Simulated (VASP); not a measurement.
# P4 in VASP: settings compared

Aim: see how the results for P4 move with the level of theory and the settings. Levels: PBEsol, RPBE. Tasks: single point, relaxation of the atoms.

Everything below comes from runs of VASP 6.6.1. Logs are shortened: lines on timing, memory, paths and dates and some standing lists are left out, and cuts for length are marked.

## 1. The structure

The cell holds a molecule in a box, 4 atoms: a = 12.000 Å, b = 12.500 Å, c = 13.000 Å, α = 90.00°, β = 90.00°, γ = 90.00°.

## 2. Single point, PBEsol

INCAR reads:

```
SYSTEM = P
PREC = Accurate
ENCUT = 520
EDIFF = 1E-6
ISMEAR = 0
SIGMA = 0.02
LREAL = .FALSE.
LASPH = .TRUE.
NELM = 100
ALGO = Normal
ISIF = 2
LWAVE = .FALSE.
LCHARG = .FALSE.
GGA = PS
```

KPOINTS reads:

```
Automatic mesh
0
G
  1 1 1
  0 0 0
```

POSCAR reads:

```
P
1.0
   12.0000000000      0.0000000000      0.0000000000
    0.0000000000     12.5000000000      0.0000000000
    0.0000000000      0.0000000000     13.0000000000
P
4
Direct
    0.5651130000      0.5625080000      0.5601040000
    0.5651130000      0.4374920000      0.4398960000
    0.4348870000      0.5625080000      0.4398960000
    0.4348870000      0.4374920000      0.5601040000
```

Potentials or basis: VASP PAW PBE potentials, release 64 (P).

Command:

```sh
> cat potpaw_PBE.64/P/POTCAR > POTCAR
> mpirun -np 1 vasp_std > vasp.out
```

OUTCAR:

```text
SYSTEM = P
   PREC = Accurate
   ENCUT = 520
   EDIFF = 1E-6
   ISMEAR = 0
   LREAL = .FALSE.
   LASPH = .TRUE.
   NELM = 100
   ISIF = 2
   GGA = PS

 ion  position               nearest neighbor table
   1  0.565  0.563  0.560-   2 2.21   4 2.21   3 2.21
   2  0.565  0.437  0.440-   1 2.21   3 2.21   4 2.21
   3  0.435  0.563  0.440-   4 2.21   2 2.21   1 2.21
   4  0.435  0.437  0.560-   3 2.21   1 2.21   2 2.21

  LATTYP: Found a simple orthorhombic cell.
 ALAT       =    12.0000000000
 B/A-ratio  =     1.0416666667
 C/A-ratio  =     1.0833333333

  Lattice vectors:

 A1 = (  12.0000000000,   0.0000000000,   0.0000000000)
 A2 = (   0.0000000000,  12.5000000000,   0.0000000000)
 A3 = (   0.0000000000,   0.0000000000,  13.0000000000)

Analysis of symmetry for initial positions (statically):
=====================================================================
 Subroutine PRICEL returns:
 Original cell was already a primitive cell.

 Routine SETGRP: Setting up the symmetry group for a
 simple orthorhombic supercell.

 Subroutine GETGRP returns: Found  4 space group operations
 (whereof  4 operations were pure point group operations)
 out of a pool of  8 trial point group operations.

The static configuration has the point symmetry D_2 .

Analysis of symmetry for dynamics (positions and initial velocities):
=====================================================================
 Subroutine PRICEL returns:
 Original cell was already a primitive cell.

 Routine SETGRP: Setting up the symmetry group for a
 simple orthorhombic supercell.

 Subroutine GETGRP returns: Found  4 space group operations
 (whereof  4 operations were pure point group operations)
 out of a pool of  8 trial point group operations.

The dynamic configuration has the point symmetry D_2 .

 Subroutine INISYM returns: Found  4 space group operations
 (whereof  4 operations are pure point group operations),
 and found     1 'primitive' translations

----------------------------------------------------------------------------------------

                                     Primitive cell

  volume of cell :    1950.0000

  direct lattice vectors                    reciprocal lattice vectors
    12.000000000  0.000000000  0.000000000     0.083333333  0.000000000  0.000000000
     0.000000000 12.500000000  0.000000000     0.000000000  0.080000000  0.000000000
     0.000000000  0.000000000 13.000000000     0.000000000  0.000000000  0.076923077

  length of vectors
    12.000000000 12.500000000 13.000000000     0.083333333  0.080000000  0.076923077

  position of ions in fractional coordinates (direct lattice)
     0.565113000  0.562508000  0.560104000
     0.565113000  0.437492000  0.439896000
     0.434887000  0.562508000  0.439896000
     0.434887000  0.437492000  0.560104000

  ion indices of the primitive-cell ions
   primitive index   ion index
                 1           1
                 2           2
                 3           3
                 4           4

----------------------------------------------------------------------------------------

 KPOINTS: Automatic mesh

Automatic generation of k-mesh.
 Grid dimensions read from file:
 generate k-points for:    1    1    1

 Generating k-lattice:

  Cartesian coordinates                     Fractional coordinates (reciprocal lattice)
     0.083333333  0.000000000  0.000000000     1.000000000  0.000000000  0.000000000
     0.000000000  0.080000000  0.000000000     0.000000000  1.000000000  0.000000000
     0.000000000  0.000000000  0.076923077     0.000000000  0.000000000  1.000000000

  Length of vectors
     0.083333333  0.080000000  0.076923077

  Shift w.r.t. Gamma in fractional coordinates (k-lattice)
     0.000000000  0.000000000  0.000000000

 Subroutine IBZKPT returns following result:
 ===========================================

 Found      1 irreducible k-points:

 Following reciprocal coordinates:
            Coordinates               Weight
  0.000000  0.000000  0.000000      1.000000
   k-points           NKPTS =      1   k-points in BZ     NKDIM =      1   number of bands    NBANDS=     14
   number of dos      NEDOS =    301   number of ions     NIONS =      4
   total plane-waves  NPLWV = 846720
   dimension x,y,z NGX =    90 NGY =   96 NGZ =   98
   dimension x,y,z NGXF=   180 NGYF=  192 NGZF=  196
   ions per type =               4
   NGX,Y,Z   is equivalent  to a cutoff of  12.47, 12.77, 12.53 a.u.
   NGXF,Y,Z  is equivalent  to a cutoff of  24.94, 25.54, 25.06 a.u.
 SYSTEM =  P
   PREC   = accura    normal or accurate (medium, high low for compatibility)
   ISTART =      0    job   : 0-new  1-cont  2-samecut
   ICHARG =      2    charge: 1-file 2-atom 10-const
   ISPIN  =      1    spin polarized calculation?
   LNONCOLLINEAR =      F non collinear calculations
   LSORBIT =      F    spin-orbit coupling
   LASPH  =      T    aspherical Exc in radial PAW
   ENCUT  =  520.0 eV  38.22 Ry    6.18 a.u.  22.31 23.24 24.17*2*pi/ulx,y,z
   NELM   =    100;   NELMIN=  2; NELMDL= -5     # of ELM steps
   EDIFF  = 0.1E-05   stopping-criterion for ELM
   LREAL  =      F    real-space projection
   EDIFFG = 0.1E-04   stopping-criterion for IOM
   NSW    =      0    number of steps for IOM
   IBRION =     -1    ionic relax: 0-MD 1-quasi-New 2-CG
   NFREE  =      0    steps in history (QN), initial steepest desc. (CG)
   ISIF   =      2    stress and relaxation
   ISYM   =      2    0-nonsym 1-usesym 2-fastsym
   POTIM  = 0.5000    time-step for ionic-motion
   TEBEG  =    0.0;   TEEND  =   0.0 temperature during run
   PSTRESS=    0.0 pullay stress
   NELECT =      20.0000    total number of electrons
   NUPDOWN=      -1.0000    fix difference up-down
   EMIN   =  10.00;   EMAX   =-10.00  energy-range for DOS
   EFERMI =   0.00;   METHOD = LEGACY
   ISMEAR =     0;   SIGMA  =   0.02  broadening in eV -4-tet -1-fermi 0-gaus
   EFERMI_NEDOS =   21; number of points for ismear=-14 and -15
   IALGO  =     38    algorithm
   IMIX   =      4    mixing-type and parameters
     AMIX     =   0.40;   BMIX     =  1.00
     AMIX_MAG =   1.60;   BMIX_MAG =  1.00
  volume/ion in A,a.u.               =     487.50      3289.81
  Fermi-wavevector in a.u.,A,eV,Ry     =   0.355691  0.672159  1.721359  0.126516
  Thomas-Fermi vector in A             =   1.271717
   LORBIT       =      0    0 simple, 1 ext, 2 COOP (PROOUT), +10 PAW based schemes
   GGA     = PS    functional components
   LHFCALC =     F    Hartree Fock is set to
   AEXX    =    0.0000 exact exchange contribution
   IVDW    =     0    specifies the selected vdW correction
   LEPSILON=     F    determine dielectric tensor
   LRPA    =     F    only Hartree local field effects (RPA)
 non-spin polarized calculation
 Gauss-broadening in eV      SIGMA  =   0.02
  energy-cutoff  :      520.00
  volume of cell :     1950.00
 maximum number of plane-waves:     52487
 NGX is ok and might be reduce to    90
   NGX = 45   NGY = 47   NGZ = 49

 number of electron      20.0000002 magnetization

 Free energy of the ion-electron system (eV)
  ---------------------------------------------------
  ext. energy  EPLUGINS =         0.00000000
  ---------------------------------------------------
  free energy    TOTEN  =       -21.93169198 eV

  energy without entropy =      -21.93169198  energy(sigma->0) =      -21.93169198

 E-fermi :  -6.0741     XC(G=0):  -0.8602

 val. band max:       -6.1691404748   @ k =   0.0000   0.0000   0.0000
 cond. band min:      -1.2668637956   @ k =   0.0000   0.0000   0.0000
 fundamental gap:      4.9022766792
 Fermi energy:        -6.0740854664

 k-point     1 :       0.0000    0.0000    0.0000
  band No.  band energies     occupation
      1     -19.6330      2.00000
      2     -12.9864      2.00000
      3     -12.9864      2.00000
      4     -12.9864      2.00000
      5      -8.2925      2.00000
      6      -6.9869      2.00000
      7      -6.9869      2.00000
      8      -6.9869      2.00000
      9      -6.1692      2.00000
     10      -6.1691      2.00000
     11      -1.2669      0.00000
     12      -1.2624      0.00000
     13      -1.1950      0.00000
     14      -1.1078      0.00000

------------------------ aborting loop because EDIFF is reached ----------------------------------------

  FORCE on cell =-STRESS in cart. coord.  units (eV):
  Direction    XX          YY          ZZ          XY          YZ          ZX
  --------------------------------------------------------------------------------------
  -------------------------------------------------------------------------------------
  Total       -0.7694173     -0.7686669     -0.7689481      0.0000000      0.0000000      0.0000000
  in kB       -0.6321759     -0.6315593     -0.6317903      0.0000000      0.0000000      0.0000000
  external PRESSURE =      -0.6318419 kB  Pullay stress =       0.0000000 kB

 VOLUME and BASIS-vectors are now :
 -----------------------------------------------------------------------------
  energy-cutoff  :      520.00
  volume of cell :     1950.00
      direct lattice vectors                 reciprocal lattice vectors
    12.000000000  0.000000000  0.000000000     0.083333333  0.000000000  0.000000000
     0.000000000 12.500000000  0.000000000     0.000000000  0.080000000  0.000000000
     0.000000000  0.000000000 13.000000000     0.000000000  0.000000000  0.076923077

 POSITION                                       TOTAL-FORCE (eV/Angst)
 -----------------------------------------------------------------------------------
      6.78136      7.03135      7.28135        -0.240894     -0.240626     -0.240644
      6.78136      5.46865      5.71865        -0.240894      0.240626      0.240644
      5.21864      7.03135      5.71865         0.240894     -0.240626      0.240644
      5.21864      5.46865      7.28135         0.240894      0.240626     -0.240644
 -----------------------------------------------------------------------------------
    total drift:                                0.000000     -0.000000      0.000000

  FREE ENERGIE OF THE ION-ELECTRON SYSTEM (eV)
  ---------------------------------------------------
  free  energy   TOTEN  =       -21.9316919797 eV

  energy  without entropy=      -21.9316919797  energy(sigma->0) =      -21.93169198
```

It took 1.9 min on 1 thread of Intel Xeon Platinum 8559C (Emerald Rapids), shared host; peak memory 1.3 GiB.

What came out:

- Free energy: -21.9317 eV
- Largest force: 0.417 eV/Å
- Gap between the frontier levels: 4.90 eV

Forces in eV/Å, atoms in the order of the input:
```
P   -0.241 -0.241 -0.241
P   -0.241  0.241  0.241
P    0.241 -0.241  0.241
P    0.241  0.241 -0.241
```

Caveat: the PAW data sets were made with another functional, which shifts forces and pressure a little. Expect the measured gap to be larger: semilocal functionals such as PBEsol lack the derivative discontinuity.

[end of part 1 of 2]
